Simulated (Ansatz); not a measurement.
Equilibrium properties in the fcc structure, computed with PBE in Ansatz (plane waves, PAW datasets (generated hard set); cutoff 700 eV), no spin polarisation, no spin–orbit coupling, Fermi–Dirac smearing of 0.061 eV, k-spacing 0.11 to 0.12 Å⁻¹:

```json
{"crystal": "Nb", "a₀ (Å)": "4.219", "V₀ (Å³/atom)": "18.77", "B₀ (GPa)": "164"}
{"crystal": "Ru", "a₀ (Å)": "3.811", "V₀ (Å³/atom)": "13.83", "B₀ (GPa)": "306"}
{"crystal": "Rh", "a₀ (Å)": "3.830", "V₀ (Å³/atom)": "14.05", "B₀ (GPa)": "257"}
{"crystal": "Ag", "a₀ (Å)": "4.148", "V₀ (Å³/atom)": "17.85", "B₀ (GPa)": "90"}
{"crystal": "Cd", "a₀ (Å)": "4.503", "V₀ (Å³/atom)": "22.83", "B₀ (GPa)": "42"}
{"crystal": "Sn", "a₀ (Å)": "4.823", "V₀ (Å³/atom)": "28.05", "B₀ (GPa)": "46"}
```

(1) Give the same for Te, Br, Pd.

## Answers

(1) 
| crystal | a₀ (Å) | V₀ (Å³/atom) | B₀ (GPa) |
| --- | --- | --- | --- |
| Te | 4.835 | 28.26 | 54 |
| Br | 4.727 | 26.40 | 28 |
| Pd | 3.943 | 15.32 | 168 |

Model structures, not the usual forms at ambient conditions (metastable or hypothetical): Br, Nb, Ru, Cd, Sn, Te.
